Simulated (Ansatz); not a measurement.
# MnO2 (P4_2/mnm) in Ansatz: relaxation of cell and atoms with LDA

Aim: the relaxation of cell and atoms of MnO2 with LDA.

Everything below comes from runs of Ansatz 0.2.0. Logs are shortened: lines on timing, memory, paths and dates and some standing lists are left out, and cuts for length are marked.

## 1. The crystal as given

It takes space group P4_2/mnm (No. 136, tetragonal). Conventional cell: a = 4.400 Å, b = 4.400 Å, c = 2.867 Å, α = 90.00°, β = 90.00°, γ = 90.00°. Around Mn (site symmetry mmm) lie 6 O at 1.88 to 1.90 Å. O (site symmetry m2m) has 3 Mn at 1.88 to 1.90 Å as nearest neighbours.

The cell is a database's computed one.

## 2. Relaxation of cell and atoms, LDA, collinear spin, ferromagnetic start

File input.yaml:

```yaml
crystal:
  lattice:
    - [4.4004184607, 0.0, 0.0]
    - [0.0, 4.4004184607, 0.0]
    - [0.0, 0.0, 2.86707794]
  atoms:
    - { symbol: Mn, position: [0.5, 0.5, 0.5], spin: 4.0 }
    - { symbol: Mn, position: [0.0, 0.0, 0.0], spin: 4.0 }
    - { symbol: O, position: [0.80491615, 0.19508385, 0.5] }
    - { symbol: O, position: [0.69508385, 0.69508385, 0.0] }
    - { symbol: O, position: [0.19508385, 0.80491615, 0.5] }
    - { symbol: O, position: [0.30491615, 0.30491615, 0.0] }
hamiltonian:
  xc: lda
  pseudopotentials: { kind: paw }
magnetization:
  spin_polarized: true
kpoints:
  mp_grid: { grid: [6, 6, 9] }
scf:
  occupations: { method: fermi_dirac, width: 0.05 }
output:
  forces: true
  stress: true
  eigenvalues: true
relax:
  f_tol: 0.01
  max_steps: 40
  cell: { stress_tol: 0.05 }
```

Potentials or basis: Ansatz PAW.

Launch:

```bash
ansatz run input.yaml --threads 2 --pin off --max-ram 5632MiB --backend cpu --events-out ev --progress --plain --runs-dir out
```

The program printed:

```text
Warning: RAYON_NUM_THREADS=2 ignored (pool sized by the plan → 2); use --threads N
Engine: ansatz 0.2.0, x86_64-unknown-linux-gnu
Pseudopotentials: kind: paw
Pseudopotential: Mn, paw, valence charge 15, recommended cutoff 420 eV (normal), Mn.paw.azcp
Pseudopotential: O, paw, valence charge 6, recommended cutoff 420 eV (normal), O.paw.azcp
Functional definition: SPW92
  exchange = slater_x
  correlation = pw_c
Crystal: 6 atoms, lattice volume = 55.517 Å³
Basis set: ecut = 420 eV, 1073 PW (Γ)
Bands: 38, of which v1, the nominal top of the filled ones, is band 27 counted from 1 (26 counted from 0)
Symmetry: 16 space group operations
Space group: P42/mnm (ITA 136), of the structure as read, at distance tolerance 3.8e-5 Å
Magnetic group: BNS 136.495 (UNI 1155), of the structure as read, at distance tolerance 3.8e-5 Å
k-points: 50 of 324
Non-local potential: Mn, projectors of the file, l = 0: 3, l = 1: 2, l = 2: 3, l = 3: 1
Non-local potential: O, projectors of the file, l = 0: 2, l = 1: 2, l = 2: 1
PAW form: soft (Blöchl's): semilocal exchange-correlation on the pseudo side does not see the compensation charge
PAW frozen core: Mn, regenerated for the run's functional, and the local potential with it (the file was generated under x = pbe(κ = 0.804, μ = 0.2195149727645171), c = pbe(β = 0.06672455060314922))
PAW frozen core: O, regenerated for the run's functional, and the local potential with it (the file was generated under x = pbe(κ = 0.804, μ = 0.2195149727645171), c = pbe(β = 0.06672455060314922))
PAW one-centre angular grid: Mn, 590 points (default); XC on 64 Gauss nodes
PAW one-centre angular grid: O, 110 points (default); XC on 64 Gauss nodes
Initial density: superposition of atomic densities (chi_scale 0.1, normalization cell, long waves kept (reshape's long-wave potential 0.00 eV rms))
Starting moments: Σ|m| = 8 μB on 2 of 6 sites
Initial wavefunctions: pseudopotential atomic-orbital guess
Functional: x = slater, c = lda
SCF iter   1: F=—  HF=-9901.890665 eV  |F-HF|=—  |Δ(HF+E_count)|=         —  Δρ=5.74e-2 (↑4.99e-2 ↓5.74e-2)  dr2=2.22e0  dr2_m=7.65e-1  M=6.004 μB ∫|m|=6.782 μB  β_m=0.30  ethr=3.10e-3  ⟨swp⟩=5.6  Hψ=13433  notcnv=0
Mixer restart at iter 1: flushing history
preconditioner: auto → Kerker (q_TF=auto, 2.716 Å⁻¹)  [metal: Δε(μ)=0.009 eV  Ē_g=12.894 eV  σ=0.050 eV  W_gap=0.04  n_scr=18 (ndim 8)  ℏωp=30.7 eV  f_vac=0.000  D(μ)=2.91/eV (n_scr^D=30)]
spin=Collinear: Kerker preconditioning applied to the charge; magnetization (m = ρ↑ − ρ↓) channel mixes plain (no charge-response kernel on spin).
SCF iter   2: F=—  HF=-9902.441429 eV  |F-HF|=—  |Δ(HF+E_count)|=   5.51e-1  Δρ=4.32e-2 (↑3.79e-2 ↓4.32e-2)  dr2=9.52e-1  dr2_m=5.43e-1  M=6.000 μB ∫|m|=6.618 μB  β_m=0.65  ethr=3.10e-3  ⟨swp⟩=2.0  Hψ=5398  notcnv=0  defer=314
SCF iter   3: F=—  HF=-9903.328494 eV  |F-HF|=—  |Δ(HF+E_count)|=   8.87e-1  Δρ=2.66e-2 (↑5.74e-3 ↓2.66e-2)  dr2=5.28e-1  dr2_m=8.71e-2  M=5.986 μB ∫|m|=6.279 μB  β_m=0.68  ethr=1.76e-3  ⟨swp⟩=2.4  Hψ=6065  notcnv=0  defer=314
SCF iter   4: F=—  HF=-9903.375078 eV  |F-HF|=—  |Δ(HF+E_count)|=   4.66e-2  Δρ=1.57e-2 (↑1.57e-2 ↓5.76e-3)  dr2=5.90e-2  dr2_m=4.66e-2  M=5.875 μB ∫|m|=6.030 μB  β_m=0.84  ethr=9.78e-4  ⟨swp⟩=3.3  Hψ=7201  notcnv=0  defer=326
SCF iter   5: F=—  HF=-9903.402479 eV  |F-HF|=—  |Δ(HF+E_count)|=         —  Δρ=6.99e-3 (↑6.99e-3 ↓1.37e-3)  dr2=2.00e-2  dr2_m=6.34e-3  M=5.803 μB ∫|m|=5.896 μB  β_m=0.84  ethr=1.09e-4  ⟨swp⟩=2.6  Hψ=6375  notcnv=0  defer=326
Mixer restart at iter 5: flushing history
SCF iter   6: F=—  HF=-9903.402758 eV  |F-HF|=—  |Δ(HF+E_count)|=   2.79e-4  Δρ=3.12e-3 (↑3.12e-3 ↓2.19e-3)  dr2=9.36e-3  dr2_m=2.89e-4  M=5.815 μB ∫|m|=5.911 μB  β_m=0.70  ethr=3.70e-5  ⟨swp⟩=2.3  Hψ=7376  notcnv=0  defer=326
SCF iter   7: F=—  HF=-9903.400712 eV  |F-HF|=—  |Δ(HF+E_count)|=   2.05e-3  Δρ=6.36e-4 (↑4.67e-4 ↓6.36e-4)  dr2=4.51e-4  dr2_m=7.71e-5  M=5.807 μB ∫|m|=5.900 μB  β_m=0.85  ethr=1.73e-5  ⟨swp⟩=2.0  Hψ=7247  notcnv=0  defer=328
[... 119 lines left out ...]
SCF iter   9: F=-9903.522476 eV  HF=-9903.522476 eV  |F-HF|=3.64e-12  |Δ(HF+E_count)|=  3.64e-12  Δρ=5.99e-8 (↑2.75e-8 ↓5.99e-8)  dr2=2.48e-12  dr2_m=4.62e-13  M=4.917 μB ∫|m|=4.955 μB  ethr=1.00e-12  ⟨swp⟩=2.1  Hψ=10010  notcnv=0
SCF 8 converged in 9 iterations: F = -9903.522476 eV  dr2 = 2.48e-12
relax step   8: F+E_penalty+E_count = -9903.52247558 eV  Δ(F+E_penalty+E_count) = +1.110e-3 eV  max|allowed force component| = 2.699e-3 eV/Å  Δτ_max = 0.0000 Å  P = -0.010 GPa  Ω = 52.427 Å³  stress off target by 1.40e-2 GPa  SCF on the basis re-selected at this cell (its energy is not comparable with the rows above)  (9 SCF iters)
basis re-selected at this cell: Δ(F+E_penalty+E_count) = +1.110e-3 eV, ΔP = -0.017 GPa vs the last step (what re-selecting the basis moved, of the pressure what is left beyond the Pulay correction that the steps carried, after the strain that the cell walked since its last selection, with what the two solves' SCF thresholds leave and, on support functions, any second-order correction that the steps lacked; it is no measure of the basis error at this ecutwfc). This SCF's stress stands 1.40e-2 GPa from its target on what of the cell is left free (relax.cell.stress_tol is 5.00e-2 GPa) and its largest allowed force component is 2.70e-3 eV/Å (relax.f_tol is 1.00e-2 eV/Å): within both
WARN: an SCF from antiferromagnetic starting moments (-4.00, 4.00, 0.00, 0.00, 0.00, 0.00 Bohr magnetons, atom by atom) was not made, by what the run has read of turns of its moments that order reads lower: the deck asks for what bars it, or types moments that do (magnetization.spin_polarized, in the input reference, names some of the keys), or the run goes by scf.lower_state_search: light, the default, which as a rule tries one only behind a close that has lost an order of both signs, or on which an open d or half-filled 4f shell of a PAW file has lost a moment that was set nearer to Hund's than to what is left; or, under a Hubbard U, one that names an f shell that the input leaves bare beside given moments, or a larger moment for a shell of low spin that is given one. standard, with a start from the atoms, tries one behind each close (in a relaxation, ahead of its steps or at their end). To set out from that order, type those moments (crystal.atoms[].spin; where shells were raised to Hund's moment, beside crystal.symmetry.detect: false) under scf.lower_state_search: light. The bands of the close that named these starting moments, or of the one ahead of a search that led to it (under cold or Methfessel-Paxton smearing those of the Gaussian ahead of it) read a cost of -907.24 meV for the turn to them, carried on from a small turn (-907.24 by the pairs of d shells alone)
SCF converged after 9 iterations
Magnetization: 4.9165 μB (29.4583 up, 24.5417 down)
Absolute magnetization: 4.9589 μB (∫|ρ↑−ρ↓|, with the PAW one-centre terms)
Spin contamination: 0.0440 ħ² per cell (⟨S²⟩ above its minimum at these occupations)
Per-site moments (μB) at R_I (Å): [(1.903399254561401, 0.7595247306923482), (1.9033992545614025, 0.7595247306923484), (0.09802166316921329, 0.7595247306923484), (0.0980216631692134, 0.7595247306923482), (0.0980216631692132, 0.7595247306923484), (0.09802166316921328, 0.7595247306923484)]
Free energy (F): -9903.522476 eV
Harris-Foulkes:  -9903.522476 eV  (|F-HF|=3.64e-12)
Internal energy: -9903.487481 eV  (E = F + TS)
E sigma→0 (E₀):  -9903.504978 eV
Entropy (-TS):   -0.034995 eV (-5.832 meV/atom)
Fermi energy:    11.790467 eV
--- Per-component energies (eV) ---
  E_band       = -543.351030
  E_kinetic    = 1304.012535
  E_local      = -5345.488144  (includes V_loc(G=0)·N_el)
  E_nonlocal   = 679.727643
  E_hartree    = 2102.030715
  E_xc         = -516.793809
  E_vxc        = -664.829383  (∫ρ·V_xc dr)
  E_paw        = -3060.472680  (= ΣΔE_a)
  E_vpaw       = -720.845189  (= ΣTr[D̂ρ^β])
  E_aug_tail   = 0.010005  (compensation charges beyond the density's cutoff)
  E_ewald      = -5067.669337
  E_core_change = 1.155592  (= ΣΔE_core)
  E_smearing   = -0.034995  (= −TS)
  E_closure    = -0.000000  (closes the sum)
  Σ components = -9903.522476   (vs F -9903.522476, Δ=0.00e0)
--- Forces (eV/Å), atoms counted from 1 ---
  atom   1  Mn     0.00000000     0.00000000     0.00000000
  atom   2  Mn     0.00000000    -0.00000000     0.00000000
  atom   3  O     -0.00269851     0.00269851     0.00000000
  atom   4  O      0.00269851     0.00269851     0.00000000
  atom   5  O      0.00269851    -0.00269851     0.00000000
  atom   6  O     -0.00269851    -0.00269851     0.00000000
  max |Σ_I F_I| component: 1.73e-18 eV/Å
--- Stress (GPa, compression-positive) ---
       -0.007571       0.000000       0.000000
        0.000000      -0.007571       0.000000
        0.000000       0.000000      -0.013963
  P = ⅓ Tr σ = -0.0097 GPa (-0.097 kbar)
--- Band table (eV; the first three rows and the last of 100) ---
  k-point 0 ↑: bands = ["-69.1564", "-69.1523", "-38.3294", "-38.3183", "-38.1794", "-38.1794", "-38.1424", "-38.1424", "-8.7754", "-6.6950", "-6.2432", "-6.2432", "3.0355", "3.7397", "4.3061", "5.4509", "5.4509", "7.0242", "7.0242", "7.8804", "9.1998", "9.4231", "9.5592", "9.5844", "9.5844", "9.7473", "10.1200", "10.1200", "10.8927", "11.9338", "12.1346", "14.7277", "14.7277", "15.6142", "19.5930", "22.8118", "22.8118", "25.6444"]
  k-point 1 ↑: bands = ["-69.1545", "-69.1507", "-38.3489", "-38.3386", "-38.1760", "-38.1760", "-38.1410", "-38.1410", "-8.6327", "-6.6409", "-6.2708", "-6.2708", "3.2208", "3.8711", "4.4661", "5.2784", "5.2784", "7.3014", "7.3216", "7.3216", "8.5159", "8.9976", "8.9976", "9.4808", "9.6889", "10.0936", "10.6297", "10.6297", "10.6818", "12.0651", "12.1855", "14.4770", "14.4770", "15.4176", "19.9888", "23.3487", "23.3487", "25.8212"]
  k-point 2 ↑: bands = ["-69.1497", "-69.1466", "-38.3980", "-38.3897", "-38.1673", "-38.1673", "-38.1375", "-38.1375", "-8.2352", "-6.5283", "-6.3421", "-6.3421", "3.7253", "4.2112", "4.9366", "5.0871", "5.0871", "6.2474", "7.4045", "7.8136", "7.8136", "8.1809", "8.1809", "9.5115", "9.8024", "10.2231", "10.3933", "11.2004", "11.2004", "11.8601", "12.6462", "14.0550", "14.0550", "14.8410", "21.0044", "24.5977", "24.5977", "26.0164"]
  k-point 49 ↓: bands = ["-66.7439", "-66.7439", "-36.0825", "-36.0825", "-35.8884", "-35.8884", "-35.8774", "-35.8774", "-6.4216", "-6.4216", "-6.3861", "-6.3861", "4.6546", "4.6546", "4.8598", "4.8598", "6.3615", "6.3615", "7.1653", "7.1653", "9.1883", "9.1883", "9.8209", "9.8209", "12.3846", "12.3846", "12.6023", "12.6023", "12.8258", "12.8258", "15.2510", "15.2510", "15.2593", "15.2593", "23.2744", "23.2744", "25.4857", "25.4857"]
--- Relaxed structure (6 steps of the walk, 6 accepted, 2 SCFs on fresh bases) ---
  F+E_penalty+E_count = -9903.52247558 eV   max|allowed force component| = 2.699e-3 eV/Å   (the final SCF, on the basis selected at the relaxed cell)
  cell:  # Å, volume = 52.4272 Å³
    - [4.345661489255576, -2.2215630592339183e-34, 0.0]
    - [-2.2215630592339183e-34, 4.345661489255576, 0.0]
    - [0.0, 0.0, 2.7761621370836393]
  atoms:
    - { symbol: Mn, position: [0.5, 0.5, 0.5] }
    - { symbol: Mn, position: [1.1292698641289385e-20, 7.186262771729529e-21, 0.0] }
    - { symbol: O, position: [0.8031535805348016, 0.19684641946519862, 0.5] }
    - { symbol: O, position: [0.6968464194651984, 0.6968464194651984, 0.0] }
    - { symbol: O, position: [0.19684641946519862, 0.8031535805348016, 0.5] }
    - { symbol: O, position: [0.30315358053480146, 0.30315358053480146, 0.0] }
```

It took 2.2 min on 2 threads of Intel Xeon at 2.50GHz (Skylake/Cascade Lake), shared host; peak memory 0.49 GiB.

What came out:

```
Free energy                            : -9903.5225 eV
Relaxed volume                         : 8.74 Å³/atom
Relaxed cell                           : a = 4.346 Å, b = 4.346 Å, c = 2.776 Å, α = 90.00°, β = 90.00°, γ = 90.00°
Space group after relaxing (to 0.05 Å) : P4_2/mnm (No. 136)
Energy gained by relaxing              : 20.3 meV/atom
Ionic steps                            : 8
Pressure after relaxing                : 0.0 GPa
Largest force after relaxing           : 0.004 eV/Å
Band gap on the k mesh                 : none (metal or under the smearing width)
Net moment                             : 4.92 μB per cell
Absolute moment                        : 4.96 μB per cell
Site moments                           : Mn +1.90; O +0.10 μB
```

Forces on the atoms (eV/Å):
```
Mn   0.000  0.000  0.000
Mn   0.000  0.000  0.000
O   -0.003  0.003  0.000
O    0.003  0.003  0.000
O    0.003 -0.003  0.000
O   -0.003 -0.003  0.000
```

Step by step:
```tsv
step	energy change (eV)	largest force (eV/Å)	volume (Å³)
1	0.0000	0.1131	55.52
2	-0.0895	0.0628	54.18
3	-0.1360	0.0034	52.75
4	-0.1388	0.0108	52.51
5	-0.1385	0.0014	52.55
6	-0.1216	0.0005	52.55
7	-0.1228	0.0039	52.43
8	-0.1217	0.0038	52.43
```

Final structure:
```yaml
crystal:
  lattice:
    - [4.34566, 0.00000, 0.00000]
    - [0.00000, 4.34566, 0.00000]
    - [0.00000, 0.00000, 2.77616]
  atoms:
    - { symbol: Mn, position: [0.50000, 0.50000, 0.50000] }
    - { symbol: Mn, position: [0.00000, 0.00000, 0.00000] }
    - { symbol: O, position: [0.80315, 0.19685, 0.50000] }
    - { symbol: O, position: [0.69685, 0.69685, 0.00000] }
    - { symbol: O, position: [0.19685, 0.80315, 0.50000] }
    - { symbol: O, position: [0.30315, 0.30315, 0.00000] }
```

Levels at points of the mesh, in eV from the Fermi level:
Spin up:
```
             k point  band 26  band 27  band 28  band 29  band 30  band 31  band 32  band 33  band 34  band 35
  (0.00, 0.00, 0.00)    -2.04    -1.67    -1.67    -0.90     0.14     0.34     2.94     2.94     3.82     7.80
 (0.00, -0.50, 0.00)    -1.61    -1.21    -1.21    -0.39    -0.39     2.43     2.43     2.64     2.64    10.11
(-0.50, -0.50, 0.00)    -2.52    -2.19    -2.19     0.24     0.24     1.84     1.84     2.91     2.91    11.24
```
Spin down:
```tsv
k point	band 20	band 21	band 22	band 23	band 24	band 25	band 26	band 27	band 28	band 29
(0.00, 0.00, 0.00)	-3.71	-1.88	-1.41	-1.41	-0.94	-0.47	-0.17	0.07	0.07	0.21
(0.00, -0.50, 0.00)	-4.78	-3.20	-3.20	-1.75	-1.75	0.28	0.28	0.74	0.74	1.43
(-0.50, -0.50, 0.00)	-3.70	-2.77	-2.77	-2.44	-2.44	-0.43	-0.43	0.09	0.09	1.88
```

Caveat: the magnetic or orbital state may not be the lowest; the plane-wave basis is chosen anew once the cell has moved, so the energies of steps on either side of that aren't comparable; the pressure holds a Pulay correction of +1.3 GPa for the finite cutoff; semilocal functionals often make such compounds metallic where correlation or magnetic order opens a gap, which also shifts bond lengths; only a ferromagnetic start was run, and an antiferromagnetic order may lie lower in energy; the PAW data sets come from PBE, with cores solved anew for the run's functional, which leaves a small shift of forces and pressure.
